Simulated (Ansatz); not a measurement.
A 3-atom cell of ZrSe2 started from a crystallographic database, relaxed with r2SCAN+rVV10 in Ansatz 0.2.0. The symmetry is P-3m1 (No. 164, trigonal); a = 3.789 Å, c = 6.181 Å in the conventional setting, 25.62 Å³ an atom. Around Zr lie 6 Se at 2.69 Å; around Se lie 3 Zr at 2.69 Å.

The axes x, y and z are those of this cell:
```xyz
3
Lattice="3.7894 0.0000 0.0000 -1.8947 3.2817 0.0000 0.0000 0.0000 6.1807" Properties=species:S:1:pos:R:3 pbc="T T T"
Zr    0.0000    0.0000    0.0000
Se    0.0000    2.1878    1.5683
Se    1.8947    1.0939    4.6124
```

Unstrained: With PBE the valence top lies at k = (-0.042, 0.005, 0) and the conduction bottom at L, 0.308 eV higher; the smallest vertical gap, at Γ, is 1.051 eV. The r2SCAN gap is indirect, 0.610 eV (k = (-0.042, 0.005, 0) to L), below the direct gap of 1.347 eV at Γ. With HSE06 the valence top lies at k = (-0.042, 0.005, 0) and the conduction bottom at L, 0.956 eV higher; the smallest vertical gap, at Γ, is 1.792 eV. Meshes: PBE 12×12×4, r2SCAN 12×12×4, HSE06 6×6×4. Strains are changes of length per length. After each strain the atoms were relaxed again with r2SCAN+rVV10 within the symmetry that the strain leaves, so tilts or polar shifts that break it weren't tested; points keep the names that they have in the unstrained zone. No spin polarisation and no zero-point or thermal motion.

Q: Apply isotropic +2.62 % on every length. How far does the gap move, against the unstrained cell?

A: PBE: the gap goes from 0.308 to 0.577 eV (+0.269 eV); the edges go from (-0.042, 0.005, 0) → L to (-0.099, 0.047, 0) → L. r2SCAN: the gap goes from 0.610 to 0.881 eV (+0.271 eV); the edges go from (-0.042, 0.005, 0) → L to (-0.099, 0.047, 0) → L. HSE06: the gap goes from 0.956 to 1.266 eV (+0.310 eV); the edges go from (-0.042, 0.005, 0) → L to (-0.099, 0.047, 0) → L.

Q: Estimate what biaxial +1.02 % in x and y, z held does to the gap.

A: PBE: the gap goes from 0.308 to 0.366 eV (+0.058 eV); the edges go from (-0.042, 0.005, 0) → L to (-0.042, 0.010, 0) → L. r2SCAN: the gap goes from 0.610 to 0.668 eV (+0.058 eV); the edges go from (-0.042, 0.005, 0) → L to (-0.042, 0.010, 0) → L. HSE06: the gap goes from 0.956 to 1.025 eV (+0.069 eV); the edges go from (-0.042, 0.005, 0) → L to (-0.042, 0.010, 0) → L.

Spin-orbit coupling is left out.

Where an edge lies off the special points, it is a point of the mesh or the k point where a search put PBE's edge or least direct gap, reused for the other functionals, whose own edges may lie a little apart.

Coordinates of k points refer to the reciprocal vectors of the primitive cell of the runs.

The meshes of the hybrids are coarse, so their gaps aren't converged to the digits shown.
